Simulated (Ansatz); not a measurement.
Write the native input for Ansatz 0.2.0 that does the following.

| Property | Result |
| --- | --- |
| Task | relaxation of cell and atoms |
| Functional | LDA |
| Potentials or basis | Ansatz PAW |
| Cutoff | 420 eV (not typed: the program's choice for these potentials) |
| k mesh | 8 × 8 × 8 |
| Occupations | fermi-dirac, width 0.05 eV |
| Spin | no spin polarisation |

The system is Ge.

```
CELL_PARAMETERS angstrom
0.00000 2.82891 2.82891
2.82891 0.00000 2.82891
2.82891 2.82891 0.00000
ATOMIC_POSITIONS crystal
Ge 0.75000 0.75000 0.75000
Ge 0.50000 0.50000 0.50000
```

One way to write it, as run:

input.yaml

```yaml
crystal:
  lattice:
    - [0.0, 2.82891, 2.82891]
    - [2.82891, 0.0, 2.82891]
    - [2.82891, 2.82891, 0.0]
  atoms:
    - { symbol: Ge, position: [0.75, 0.75, 0.75] }
    - { symbol: Ge, position: [0.5, 0.5, 0.5] }
hamiltonian:
  xc: lda
  pseudopotentials: { kind: paw }
kpoints:
  mp_grid: { grid: [8, 8, 8] }
scf:
  occupations: { method: fermi_dirac, width: 0.05 }
output:
  forces: true
  stress: true
relax:
  f_tol: 0.01
  max_steps: 40
  cell: { stress_tol: 0.05 }
```

Potentials or basis: Ansatz PAW.

Run with:

```sh
$ ansatz run input.yaml --threads 2 --pin off --max-ram 5632MiB --backend cpu --events-out ev --progress --plain --runs-dir out
```

It gave:

```yaml
Relaxed_volume: 22.21 Å³/atom
Relaxed_cell: a = 3.975 Å, b = 3.975 Å, c = 3.975 Å, α = 60.00°, β = 60.00°, γ = 60.00°
Space_group_after_relaxing_to_0.05_Å: Fd-3m (No. 227)
Energy_gained_by_relaxing: 1.7 meV/atom
Ionic_steps: 4
Pressure_after_relaxing: 0.0 GPa
```

Caveat: the plane-wave basis is chosen anew once the cell has moved, so the energies of steps on either side of that aren't comparable; the PAW data sets come from PBE, with cores solved anew for the run's functional, which leaves a small shift of forces and pressure.

It took 8.8 s on 2 threads of Intel(R) Xeon(R) Processor @ 2.50GHz (Skylake/Cascade Lake), on a shared host, peak memory 0.33 GiB.
